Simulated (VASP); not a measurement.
Wanted: the native input for a VASP 6.6.1 run.

```
Task                   : relaxation of the atoms
Functional             : PBEsol
Dispersion             : D3(BJ)
Potentials or basis    : VASP PAW PBE potentials, release 64 (Ag)
Cutoff                 : 520 eV
k mesh                 : 13 × 13 × 1
Occupations            : methfessel-paxton, width 0.1 eV
Spin                   : no spin polarisation
Dipole correction      : yes
Further INCAR settings : ALGO = Fast; EDIFF = 1e-06; IBRION = 2; EDIFFG = -0.02; NSW = 90
```

The structure of Ag lies in POSCAR:

```
Ag
1.0
    2.9092759800      0.0000000000      0.0000000000
   -1.4546379900      2.5195068800      0.0000000000
    0.0000000000      0.0000000000     30.3978581400
Ag
4
Direct
    0.0000000000      0.0000000000      0.3889928900
    0.6666670000      0.3333330000      0.4629954700
    0.3333330000      0.6666670000      0.5370045300
    1.0000000000      0.0000000000      0.6110071100
```

The cell was built by a generator and needn't be a form met in nature.

The input as run:

INCAR

```
  PREC = Accurate
  ENCUT = 520
  EDIFF = 1E-6
  ISMEAR = 1
  SIGMA = 0.1
  LREAL = F
  LASPH = T
  NELM = 120
  ALGO = Fast
  ISIF = 2
  LWAVE = F
  LCHARG = F
  LDIPOL = T
  IDIPOL = 3
  DIPOL = 0.5 0.5 0.500
  GGA = PS
  IVDW = 12
  IBRION = 2
  NSW = 90
  EDIFFG = -0.02
```

KPOINTS

```
regular mesh
0
Gamma
  13 13 1
```

Potentials or basis: VASP PAW PBE potentials, release 64 (Ag).

Run with:

```console
$ cat potpaw_PBE.64/Ag/POTCAR > POTCAR
$ mpirun -np 1 vasp_std > vasp.out
```

It gave:

```
Energy gained by relaxing    : 0.4 meV/atom
Ionic steps                  : 8
Largest force after relaxing : 0.017 eV/Å
Band gap on the k mesh       : none (metal or under the smearing width)
Dispersion energy per atom   : -0.397 eV
```

Caveat: the PAW data sets were made with another functional, which shifts forces and pressure a little.

Run time: 5.8 min on 1 thread of Intel(R) Xeon(R) Platinum 8488C (Sapphire Rapids), on a shared host, peak memory 0.44 GiB.
